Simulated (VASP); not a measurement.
**Pt: single point with PBEsol**

Pt:

```xyz
3
Lattice="3.8982 0.0000 0.0000 -1.9491 3.3759 0.0000 0.0000 0.0000 3.8879" Properties=species:S:1:pos:R:3 pbc="T T T"
Pt    1.2989    0.0000    1.2960
Pt   -0.6494    1.1249    2.5919
Pt    1.2996    2.2510    0.0000
```

The cell was built by a generator and needn't be a form met in nature.

```
Program             : VASP 6.6.1
Task                : single point
Functional          : PBEsol
Potentials or basis : VASP PAW PBE potentials, release 64 (Pt)
Cutoff              : 520 eV
k mesh              : 6 × 6 × 4
Occupations         : gaussian, width 0.1 eV
Spin                : no spin polarisation
```

- Pressure: -0.4 GPa
- Largest force: 0.005 eV/Å
- Band gap on the k mesh: none (metal or under the smearing width)

Forces in eV/Å, atoms in the order of the input:
```
Pt   0.005  0.000  0.000
Pt  -0.003  0.005  0.000
Pt  -0.003 -0.005  0.000
```

Stress tensor (GPa, compression positive):
```
-0.51  0.00  0.00
 0.00 -0.51  0.00
 0.00  0.00 -0.30
```

Levels at points of the mesh, in eV from the Fermi level:
| k point | band 11 | band 12 | band 13 | band 14 | band 15 | band 16 | band 17 | band 18 | band 19 | band 20 |
| --- | --- | --- | --- | --- | --- | --- | --- | --- | --- | --- |
| (0.00, 0.00, 0.00) | -1.01 | -1.01 | -1.01 | -0.02 | 0.29 | 0.29 | 4.95 | 4.95 | 11.14 | 11.14 |
| (0.50, 0.00, 0.00) | -1.53 | -1.00 | -0.75 | -0.75 | -0.31 | -0.31 | 2.03 | 3.06 | 6.41 | 9.38 |
| (0.00, 0.00, 0.50) | -0.49 | -0.49 | -0.49 | -0.42 | -0.42 | 2.10 | 2.10 | 8.88 | 8.88 | 8.94 |
| (0.50, 0.00, 0.50) | -1.57 | -1.40 | -1.14 | -1.14 | -0.64 | 0.42 | 1.24 | 1.24 | 4.87 | 9.94 |

Run time: 21 s on 1 thread of Intel(R) Xeon(R) Platinum 8559C (Emerald Rapids) (shared host), peak memory 0.16 GiB.

Caveat: the k mesh is coarse (spacing up to 0.40 Å⁻¹), so the values aren't converged; the PAW data sets were made with another functional, which shifts forces and pressure a little. Spin-orbit coupling is left out, which matters for the levels of Pt.
